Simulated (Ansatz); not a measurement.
# In (Im-3m) in Ansatz: a series of runs, part 2 of 2

Ansatz 0.2.0.

## Step 3: Relaxation of cell and atoms, PBEsol, target pressure 2 GPa, at which the enthalpy is minimised

Contents of input.yaml:

```yaml
crystal:
  lattice:
    - [-1.88252524, 1.88252524, 1.88252524]
    - [1.88252524, -1.88252524, 1.88252524]
    - [1.88252524, 1.88252524, -1.88252524]
  atoms:
    - { symbol: In, position: [0.0, 0.0, 0.0] }
hamiltonian:
  xc: pbesol
  pseudopotentials: { kind: paw }
kpoints:
  mp_grid: { grid: [10, 10, 10] }
scf:
  occupations: { method: fermi_dirac, width: 0.05 }
output:
  forces: true
  stress: true
  eigenvalues: true
  write_density: true
  write_potential: true
  elf: true
  volumetric_format: npy
relax:
  f_tol: 0.01
  max_steps: 40
  cell: { stress_tol: 0.05, p_target: 2.0 }
```

Potentials or basis: Ansatz PAW.

Launch:

```sh
ansatz run input.yaml --threads 2 --pin off --max-ram 5632MiB --backend cpu --events-out ev --progress --plain --runs-dir out
```

Output:

```text
Warning: RAYON_NUM_THREADS=2 ignored (pool sized by the plan → 2); use --threads N
Engine: ansatz 0.2.0, x86_64-unknown-linux-gnu
Pseudopotentials: kind: paw
Pseudopotential: In, paw, valence charge 13, recommended cutoff 420 eV (normal), In.paw.azcp
Functional definition: PBEsol
  exchange = pbesol_x
  correlation = pbesol_c
Crystal: 1 atoms, lattice volume = 26.686 Å³
Basis set: ecut = 420 eV, 531 PW (Γ), exchange–correlation on 48×48×48 points (8 copies of the dense FFT grid, shifted against one another)
Bands: 11, of which v1, the nominal top of the filled ones, is band 7 counted from 1 (6 counted from 0)
Symmetry: 48 space group operations
Space group: Im-3m (ITA 229), of the structure as read, at distance tolerance 3.0e-5 Å
k-points: 47 of 1000
Non-local potential: In, projectors of the file, l = 0: 2, l = 1: 2, l = 2: 2, l = 3: 2
PAW form: soft (Blöchl's): semilocal exchange-correlation on the pseudo side does not see the compensation charge
PAW frozen core: In, regenerated for the run's functional, and the local potential with it (the file was generated under x = pbe(κ = 0.804, μ = 0.2195149727645171), c = pbe(β = 0.06672455060314922))
PAW one-centre angular grid: In, 590 points (default); XC on 64 Gauss nodes
Initial density: superposition of atomic densities (neutral atoms: chi_scale 0, normalization atom), corrected by the library's trained network
Initial wavefunctions: pseudopotential atomic-orbital guess
Functional: x = pbesol(κ = 0.804, μ = 0.12345679012345678), c = pbesol(β = 0.046)
SCF iter   1: F=—  HF=-5525.399048 eV  |F-HF|=—  |Δ(HF+E_count)|=         —  Δρ=3.17e-3  dr2=2.41e-3  ethr=1.77e-3  ⟨swp⟩=5.7  Hψ=3094  notcnv=0
preconditioner: auto → Kerker (q_TF=auto, 2.420 Å⁻¹)  [metal: Δε(μ)=0.034 eV  Ē_g=19.616 eV  σ=0.050 eV  W_gap=0.17  n_scr=12 (ndim 8)  ℏωp=25.9 eV  f_vac=0.000  D(μ)=0.77/eV (n_scr^D=0)]
SCF iter   2: F=—  HF=-5525.397368 eV  |F-HF|=—  |Δ(HF+E_count)|=   1.68e-3  Δρ=1.28e-3  dr2=4.80e-4  ethr=1.85e-5  ⟨swp⟩=1.6  Hψ=994  notcnv=0
SCF iter   3: F=—  HF=-5525.397166 eV  |F-HF|=—  |Δ(HF+E_count)|=   2.02e-4  Δρ=3.33e-4  dr2=1.77e-5  ethr=3.69e-6  ⟨swp⟩=2.2  Hψ=769  notcnv=0  defer=2
SCF iter   4: F=—  HF=-5525.397166 eV  |F-HF|=—  |Δ(HF+E_count)|=   4.51e-8  Δρ=2.06e-4  dr2=9.56e-6  ethr=1.36e-7  ⟨swp⟩=2.0  Hψ=781  notcnv=0  defer=2
iter 5 did not close the SCF: its close was put off for the readings that it lacked (scf_convergence_deferred on its scf_iter line)
SCF iter   5: F=-5525.397161 eV  HF=-5525.397161 eV  |F-HF|=6.23e-10  |Δ(HF+E_count)|=   5.11e-6  Δρ=1.82e-5  dr2=6.52e-8  ethr=7.35e-8  ⟨swp⟩=2.0  Hψ=791  notcnv=0  defer=2
SCF iter   6: F=-5525.397161 eV  HF=-5525.397161 eV  |F-HF|=7.48e-10  |Δ(HF+E_count)|=   4.30e-9  Δρ=3.92e-6  dr2=2.68e-9  ethr=5.02e-10  ⟨swp⟩=7.8  Hψ=3215  notcnv=0
SCF 1 converged in 6 iterations: F = -5525.397161 eV  dr2 = 2.68e-9
relax step   1: F+E_penalty+E_count = -5525.39716086 eV  Δ(F+E_penalty+E_count) = +0.000e0 eV  max|allowed force component| = 0.000e0 eV/Å  Δτ_max = 0.0000 Å  P = -1.336 GPa  Ω = 26.686 Å³  (6 SCF iters, dr2 threshold 1.00e-7 eV, accepted)
Crystal: 1 atoms, lattice volume = 24.816 Å³
Basis set: ecut = 420 eV, 459 PW (Γ), exchange–correlation on 48×48×48 points (8 copies of the dense FFT grid, shifted against one another)
Initial density: handed on by an earlier stage of this run
Initial wavefunctions: those handed on with the density
iter 1 solved again at ethr=6.81e-6 eV; its pass at ethr=3.10e-3 eV (dr2=8.86e-4 eV) is discarded
SCF iter   1: F=—  HF=-5525.396899 eV  |F-HF|=—  |Δ(HF+E_count)|=         —  Δρ=1.70e-3  dr2=9.63e-4  ethr=6.81e-6  ⟨swp⟩=1.9  Hψ=4668  notcnv=0
preconditioner: auto → Kerker (q_TF=auto, 2.450 Å⁻¹)  [metal: Δε(μ)=0.105 eV  Ē_g=20.089 eV  σ=0.050 eV  W_gap=0.48  n_scr=12 (ndim 8)  ℏωp=26.9 eV  f_vac=0.000  D(μ)=0.56/eV (n_scr^D=0)]
SCF iter   2: F=—  HF=-5525.396623 eV  |F-HF|=—  |Δ(HF+E_count)|=   2.76e-4  Δρ=1.09e-3  dr2=3.28e-4  ethr=6.81e-6  ⟨swp⟩=2.0  Hψ=744  notcnv=0
SCF iter   3: F=—  HF=-5525.396525 eV  |F-HF|=—  |Δ(HF+E_count)|=   9.78e-5  Δρ=2.75e-4  dr2=2.15e-5  ethr=2.53e-6  ⟨swp⟩=2.0  Hψ=761  notcnv=0
SCF iter   4: F=—  HF=-5525.396517 eV  |F-HF|=—  |Δ(HF+E_count)|=   7.65e-6  Δρ=4.43e-5  dr2=3.16e-7  ethr=1.65e-7  ⟨swp⟩=2.0  Hψ=765  notcnv=0
SCF iter   5: F=-5525.396517 eV  HF=-5525.396517 eV  |F-HF|=2.26e-9  |Δ(HF+E_count)|=   1.67e-7  Δρ=6.39e-6  dr2=7.47e-9  ethr=7.69e-10  ⟨swp⟩=8.7  Hψ=3434  notcnv=0
SCF 2 converged in 5 iterations: F = -5525.396517 eV  dr2 = 7.47e-9
relax step   2: F+E_penalty+E_count = -5525.39651727 eV  Δ(F+E_penalty+E_count) = +6.436e-4 eV  max|allowed force component| = 0.000e0 eV/Å  Δτ_max = 0.0000 Å  P = +1.765 GPa  Ω = 24.816 Å³  energy of the carried Pulay correction = +4.550e-4 eV  (5 SCF iters, dr2 threshold 1.00e-7 eV, accepted)
Crystal: 1 atoms, lattice volume = 24.685 Å³
iter 1 solved again at ethr=2.75e-8 eV; its pass at ethr=3.10e-3 eV (dr2=3.58e-6 eV) is discarded
SCF iter   1: F=—  HF=-5525.394995 eV  |F-HF|=—  |Δ(HF+E_count)|=         —  Δρ=1.28e-4  dr2=5.47e-6  ethr=2.75e-8  ⟨swp⟩=3.0  Hψ=4406  notcnv=0
preconditioner: auto → Kerker (q_TF=auto, 2.452 Å⁻¹)  [metal: Δε(μ)=0.110 eV  Ē_g=20.161 eV  σ=0.050 eV  W_gap=0.50  n_scr=12 (ndim 8)  ℏωp=26.9 eV  f_vac=0.000  D(μ)=0.55/eV (n_scr^D=0)]
SCF iter   2: F=—  HF=-5525.394993 eV  |F-HF|=—  |Δ(HF+E_count)|=   1.54e-6  Δρ=8.13e-5  dr2=1.88e-6  ethr=2.75e-8  ⟨swp⟩=2.0  Hψ=806  notcnv=0
SCF iter   3: F=—  HF=-5525.394993 eV  |F-HF|=—  |Δ(HF+E_count)|=   5.75e-7  Δρ=2.05e-5  dr2=1.22e-7  ethr=1.44e-8  ⟨swp⟩=2.0  Hψ=759  notcnv=0
SCF iter   4: F=-5525.394993 eV  HF=-5525.394993 eV  |F-HF|=9.08e-10  |Δ(HF+E_count)|=   3.32e-8  Δρ=3.26e-6  dr2=1.60e-9  ethr=7.69e-10  ⟨swp⟩=8.4  Hψ=3054  notcnv=0
SCF 3 converged in 4 iterations: F = -5525.394993 eV  dr2 = 1.60e-9
relax step   3: F+E_penalty+E_count = -5525.39499260 eV  Δ(F+E_penalty+E_count) = +1.525e-3 eV  max|allowed force component| = 0.000e0 eV/Å  Δτ_max = 0.0000 Å  P = +2.043 GPa  Ω = 24.685 Å³  energy of the carried Pulay correction = +4.891e-4 eV  (4 SCF iters, dr2 threshold 1.00e-7 eV, accepted)
Initial wavefunctions: pseudopotential atomic-orbital guess (no wavefunctions were taken with the density)
iter 1 solved again at ethr=7.02e-8 eV; its pass at ethr=3.10e-3 eV (dr2=9.13e-6 eV) is discarded
SCF iter   1: F=—  HF=-5525.394527 eV  |F-HF|=—  |Δ(HF+E_count)|=         —  Δρ=1.37e-4  dr2=8.24e-7  ethr=7.02e-8  ⟨swp⟩=3.1  Hψ=4420  notcnv=0
preconditioner: auto → Kerker (q_TF=auto, 2.452 Å⁻¹)  [metal: Δε(μ)=0.110 eV  Ē_g=20.165 eV  σ=0.050 eV  W_gap=0.50  n_scr=12 (ndim 8)  ℏωp=26.9 eV  f_vac=0.000  D(μ)=0.55/eV (n_scr^D=0)]
SCF iter   2: F=—  HF=-5525.394526 eV  |F-HF|=—  |Δ(HF+E_count)|=   9.57e-7  Δρ=6.71e-5  dr2=1.86e-7  ethr=6.34e-9  ⟨swp⟩=2.3  Hψ=799  notcnv=0
SCF iter   3: F=—  HF=-5525.394526 eV  |F-HF|=—  |Δ(HF+E_count)|=   1.05e-7  Δρ=1.44e-5  dr2=1.95e-8  ethr=1.43e-9  ⟨swp⟩=2.5  Hψ=849  notcnv=0
SCF iter   4: F=—  HF=-5525.394526 eV  |F-HF|=—  |Δ(HF+E_count)|=  6.47e-10  Δρ=9.98e-7  dr2=1.65e-10  ethr=1.50e-10  ⟨swp⟩=2.5  Hψ=702  notcnv=0
SCF iter   5: F=—  HF=-5525.394526 eV  |F-HF|=—  |Δ(HF+E_count)|=  6.82e-11  Δρ=2.69e-7  dr2=1.40e-11  ethr=1.00e-12  ⟨swp⟩=5.7  Hψ=2135  notcnv=0
SCF iter   6: F=-5525.394526 eV  HF=-5525.394526 eV  |F-HF|=1.82e-12  |Δ(HF+E_count)|=    0.00e0  Δρ=4.45e-8  dr2=4.55e-13  ethr=1.00e-12  ⟨swp⟩=4.8  Hψ=1639  notcnv=0
SCF 4 converged in 6 iterations: F = -5525.394526 eV  dr2 = 4.55e-13
relax step   4: F+E_penalty+E_count = -5525.39452599 eV  Δ(F+E_penalty+E_count) = +4.666e-4 eV  max|allowed force component| = 0.000e0 eV/Å  Δτ_max = 0.0000 Å  P = +2.035 GPa  Ω = 24.685 Å³  stress off target by 3.46e-2 GPa  SCF on the basis re-selected at this cell (its energy is not comparable with the rows above)  (6 SCF iters)
basis re-selected at this cell: Δ(F+E_penalty+E_count) = +4.666e-4 eV, ΔP = -0.009 GPa vs the last step (what re-selecting the basis moved, of the pressure what is left beyond the Pulay correction that the steps carried, after the strain that the cell walked since its last selection, with what the two solves' SCF thresholds leave and, on support functions, any second-order correction that the steps lacked; it is no measure of the basis error at this ecutwfc). This SCF's stress stands 3.46e-2 GPa from its target on what of the cell is left free (relax.cell.stress_tol is 5.00e-2 GPa) and its largest allowed force component is 0.00e0 eV/Å (relax.f_tol is 1.00e-2 eV/Å): within both
SCF converged after 6 iterations
Free energy (F): -5525.394526 eV
Harris-Foulkes:  -5525.394526 eV  (|F-HF|=1.82e-12)
Internal energy: -5525.390195 eV  (E = F + TS)
E sigma→0 (E₀):  -5525.392360 eV
Entropy (-TS):   -0.004331 eV (-4.331 meV/atom)
Fermi energy:    10.858895 eV
--- Per-component energies (eV) ---
  E_band       = -14.880638
  E_kinetic    = 242.315903
  E_local      = -1039.740354  (includes V_loc(G=0)·N_el)
  E_nonlocal   = 367.384877
  E_hartree    = 407.329942
  E_xc         = -214.518854
  E_vxc        = -101.029626  (∫ρ·V_xc dr)
  E_paw        = -4081.325657  (= ΣΔE_a)
  E_vpaw       = -298.471369  (= ΣTr[D̂ρ^β])
  E_aug_tail   = 0.000025  (compensation charges beyond the density's cutoff)
  E_ewald      = -1207.071978
  E_core_change = 0.235902  (= ΣΔE_core)
  E_smearing   = -0.004331  (= −TS)
  E_closure    = 0.000000  (closes the sum)
  Σ components = -5525.394526   (vs F -5525.394526, Δ=0.00e0)
--- Forces (eV/Å), atoms counted from 1 ---
  atom   1  In    -0.00000000    -0.00000000     0.00000000
  max |Σ_I F_I| component: 6.98e-32 eV/Å
--- Stress (GPa, compression-positive) ---
        2.034646      -0.000000       0.000000
       -0.000000       2.034646       0.000000
       -0.000000      -0.000000       2.034646
  P = ⅓ Tr σ = 2.0346 GPa (20.346 kbar)
--- Band table (eV; the first three rows and the last of 47) ---
  k-point 0: bands = ["-3.7515", "-3.7515", "-3.7515", "-3.4259", "-3.4259", "0.9557", "22.6807", "22.6807", "22.6807", "24.0878", "24.0878"]
  k-point 1: bands = ["-3.7645", "-3.7410", "-3.7036", "-3.4395", "-3.4263", "1.1988", "20.3566", "21.5864", "21.9964", "23.2279", "23.4663"]
  k-point 2: bands = ["-3.7984", "-3.7287", "-3.5757", "-3.4654", "-3.4269", "1.9392", "16.6517", "19.8542", "20.6258", "22.4936", "22.5777"]
  k-point 46: bands = ["-3.8908", "-3.8908", "-3.2726", "-3.2726", "-3.2726", "12.1707", "12.1707", "12.1707", "12.3692", "16.3202", "16.3202"]
--- Relaxed structure (3 steps of the walk, 3 accepted, 1 SCFs on fresh bases) ---
  F+E_penalty+E_count = -5525.39452599 eV   max|allowed force component| = 0.000e0 eV/Å   (the final SCF, on the basis selected at the relaxed cell)
  cell:  # Å, volume = 24.6846 Å³
    - [-1.834236201922119, 1.8342362019221188, 1.8342362019221188]
    - [1.834236201922119, -1.8342362019221188, 1.8342362019221188]
    - [1.834236201922119, 1.8342362019221188, -1.8342362019221188]
  atoms:
    - { symbol: In, position: [0.0, 0.0, 0.0] }
```

rho_z.tsv:

```text
# z_ang	rho[e/angstrom^3]
# format = ansatz-planar-average/11
# lattice	-1.834236202	1.834236202	1.834236202
# lattice	1.834236202	-1.834236202	1.834236202
# lattice	1.834236202	1.834236202	-1.834236202
# sites	1
# site	49	0.000000000	0.000000000	0.000000000
0.000000	1.242716e0
0.132375	1.194215e0
0.264749	1.062148e0
0.397124	8.798503e-1
0.529498	6.855757e-1
0.661873	5.099848e-1
[... 16 lines left out ...]
2.912241	1.062148e0
3.044616	1.194215e0
```

Wall time 1.6 s (2 threads of AMD EPYC 9R14 (Zen 4), shared host); peak memory 0.36 GiB.

What came out:

- Free energy: -5525.3945 eV
- Relaxed volume: 24.68 Å³/atom
- Relaxed cell: a = 3.177 Å, b = 3.177 Å, c = 3.177 Å, α = 109.47°, β = 109.47°, γ = 109.47°
- Space group after relaxing (to 0.05 Å): Im-3m (No. 229)
- Energy change on relaxing (the enthalpy is what falls): +2.6 meV/atom
- Ionic steps: 4
- Pressure after relaxing: 2.0 GPa
- Band gap on the k mesh: none (metal or under the smearing width)

The path:
```csv
step,energy change (eV),largest force (eV/Å),volume (Å³)
1,0.0000,0.0000,26.69
2,0.0006,0.0000,24.82
3,0.0022,0.0000,24.68
4,0.0026,0.0000,24.68
```

Final structure:
```xyz
1
Lattice="-1.8342 1.8342 1.8342 1.8342 -1.8342 1.8342 1.8342 1.8342 -1.8342" Properties=species:S:1:pos:R:3 pbc="T T T"
In    0.0000    0.0000    0.0000
```

Caveat: the plane-wave basis is chosen anew once the cell has moved, so the energies of steps on either side of that aren't comparable; the PAW data sets come from PBE, with cores solved anew for the run's functional, which leaves a small shift of forces and pressure.
